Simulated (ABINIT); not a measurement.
# Si in ABINIT: the effect of functional

Crystal: Si.

```
CELL_PARAMETERS angstrom
-2.37137 2.37137 1.32927
2.37137 -2.37137 1.32927
2.37137 2.37137 -1.32927
ATOMIC_POSITIONS crystal
Si 0.50000 0.50000 0.00000
Si 0.25000 0.75000 0.50000
```

This isn't the form of Si at room conditions, which is diamond.

Alike in all runs:

```yaml
Program: ABINIT 10.8.3 (patched build)
Task: single point
Potentials_or_basis: JTH PAW PBE v2.0
Cutoff: 490 eV
k_mesh: 11 × 11 × 11
Occupations: fermi-dirac, width 0.05 eV
Spin: no spin polarisation
```

| functional | pressure (GPa) |
| --- | --- |
| PBE | 3.2 |
| LDA | -0.5 |
| PBEsol | 0.7 |
| RPBE | 4.5 |
| BLYP | 10.6 |
| AM05 | -0.8 |
| r2SCAN | ? |
| SCAN | 0.2 |
| revPBE | 4.2 |
| PW91 | 3.9 |
| WC | 1.3 |

**Question.** What does the run with functional r2SCAN give?

**Answer.** Pressure 2.2 GPa.

Caveats: the PAW data sets were made with another functional, which shifts forces and pressure a little (some runs).
